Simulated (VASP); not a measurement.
Input of a VASP 6.6.1 run:

INCAR

```
ALGO = Normal
EDIFF = 1E-6
EDIFFG = -0.005
ENCUT = 600
GGA = PE
IBRION = 2
ISIF = 3
ISMEAR = 1
IVDW = 12
LASPH = True
LCHARG = False
LREAL = False
LWAVE = False
NELM = 120
NSW = 40
PREC = Accurate
SIGMA = 0.1
```

File KPOINTS:

```
k-points
0
Gamma
  16 16 14
```

POSCAR

```
WC
1.0
    2.9000000000      0.0000000000      0.0000000000
   -1.4500000000      2.5114736700      0.0000000000
    0.0000000000      0.0000000000      2.8300000000
W C
1 1
Direct
    0.0000000000      0.0000000000      0.0000000000
    0.3333333300      0.6666666700      0.5000000000
```

Potentials or basis: VASP PAW PBE potentials, release 64 (W_sv, C).

Launch:

```bash
$ cat potpaw_PBE.64/W_sv/POTCAR potpaw_PBE.64/C/POTCAR > POTCAR
$ mpirun -np 1 vasp_std > vasp.out
```

Question: What does it give for the relaxed volume?

Answer: 10.36 Å³/atom.

Question: Estimate the dispersion energy per atom.

Answer: -0.463 eV.

Final structure:
```
W C
1.0
     2.90426    0.00000    0.00000
    -1.45213    2.51516    0.00000
     0.00000    0.00000    2.83538
W C
1 1
Direct
  0.00000 0.00000 0.00000
  0.33333 0.66667 0.50000
```

Caveat: pairwise dispersion overbinds metals, which lowers pressure and volume. Spin-orbit coupling is left out, which matters for the levels of W.
